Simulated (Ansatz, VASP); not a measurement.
# PtSe2 (Sudovikovite) in VASP and in Ansatz

The input INCAR:

```
  ALGO = Normal
  EDIFF = 1E-6
  ENCUT = 520
  GGA = PE
  ISIF = 2
  ISMEAR = -1
  IVDW = 12
  LASPH = T
  LCHARG = T
  LELF = T
  LREAL = F
  LVHAR = T
  LWAVE = F
  NBANDS = 18
  NELM = 80
  PREC = Accurate
  SIGMA = 0.05
```

KPOINTS

```
k-points
0
Gamma
  8 8 5
```

File POSCAR:

```
PtSe2
1.0
    3.7240000000      0.0000000000      0.0000000000
   -1.8620000000      3.2250786037      0.0000000000
    0.0000000000      0.0000000000      5.0620000000
Pt Se
1 2
Direct
    0.0000000000      0.0000000000      0.0000000000
    0.6666666667      0.3333333333      0.7500000000
    0.3333333333      0.6666666667      0.2500000000
```

Contents of input.yaml:

```yaml
crystal:
  lattice:
    - [3.724, 0.0, 0.0]
    - [-1.862, 3.2250786037, 0.0]
    - [0.0, 0.0, 5.062]
  atoms:
    - { symbol: Pt, position: [0.0, 0.0, 0.0] }
    - { symbol: Se, position: [0.6666666667, 0.3333333333, 0.75] }
    - { symbol: Se, position: [0.3333333333, 0.6666666667, 0.25] }
hamiltonian:
  xc: pbe
  pseudopotentials: { kind: paw }
  dispersion: d3bj
kpoints:
  mp_grid: { grid: [8, 8, 5] }
scf:
  occupations: { method: fermi_dirac, width: 0.05 }
output:
  forces: true
  stress: true
  eigenvalues: true
```

Alike in both runs: task single point; functional PBE; dispersion D3(BJ); k mesh 8 × 8 × 5; occupations fermi-dirac, width 0.05 eV; no spin polarisation.

|  | VASP | Ansatz |
| --- | --- | --- |
| version | VASP 6.6.1 | Ansatz 0.2.0 |
| potentials or method | VASP PAW PBE potentials, release 64 (Pt, Se) | Ansatz PAW |
| plane-wave cutoff (eV) | 520 | 420 |
| valence electrons in the cell | 22 | 50 |

|  | VASP | Ansatz | Ansatz less VASP |
| --- | --- | --- | --- |
| gap on the k mesh at the Fermi level (eV) | none | none | - |
| pressure (GPa) | 3.5 | 3.5 | 0.00 |
| largest component of the traceless stress (GPa) | 1.31 | 1.29 | -0.011 |
| rms of the force components (eV/Å) | 0.295 | 0.292 | -0.0032 |
| dispersion energy (meV/atom) | -477.0 | -477.1 | -0.12 |

Atom by atom the forces differ by 0.003 eV/Å (rms over components). A gap of «none» marks a metal or a gap that the smearing closes. The two sets of potentials don't hold the same shells in valence.

Caveats: pairwise dispersion overbinds metals, which lowers pressure and volume. Spin-orbit coupling is left out, which matters for the levels of Pt.
